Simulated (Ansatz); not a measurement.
Here is the system:

Starting cell, CsCl (CsCl type):

```yaml
crystal:
  lattice:
    - [8.41177, 0.00000, 0.00000]
    - [0.00000, 4.20589, 0.00000]
    - [0.00000, 0.00000, 4.20589]
  atoms:
    - { symbol: Cs, position: [0.00000, 0.00000, 0.00000] }
    - { symbol: Cs, position: [0.50000, 0.00000, 0.00000] }
    - { symbol: Cl, position: [0.25000, 0.50000, 0.50000] }
    - { symbol: Cl, position: [0.75000, 0.50000, 0.50000] }
```

A phonon eigenvector at X = (0.5, 0.0, 0.0) is frozen into this cell: atom i moves by Q times the vector below, so Q is the largest atomic displacement, in Å. The cell is held. (q is in reciprocal vectors of the primitive cell; the cell shown is doubled to hold the pattern.)

```
atom       x      y      z
----  ------  -----  -----
Cl3   -1.000  0.000  0.000
Cl4    1.000  0.000  0.000
```

Atoms not listed stay in place.

Level of theory: PBE (plane waves to 420 eV, PAW, scalar-relativistic; Ansatz, a program for electronic structure). k mesh 4×8×8 (Γ-centred), Fermi-Dirac smearing 0.05 eV. E stands for the smeared free energy. CsCl was relaxed with its symmetry unable to fall. ΔE is measured from the undisplaced structure.

The scan covers Q from -0.100 to 0.100 Å in 13 points.

Is this a single well or a double well?

A single well with its minimum at or next to zero displacement.

Which space group does the distorted structure have?

P4/mmm (No. 123), lowered from Pm-3m.

What is the energy change at Q = 0.100 Å?

24.1 meV/cell.

What harmonic wavenumber does the curvature at Q = 0 give?

136 cm⁻¹.

(A displaced cell: forces are minus the slopes of the energy, force constants its curvatures, and phonons follow from these.)
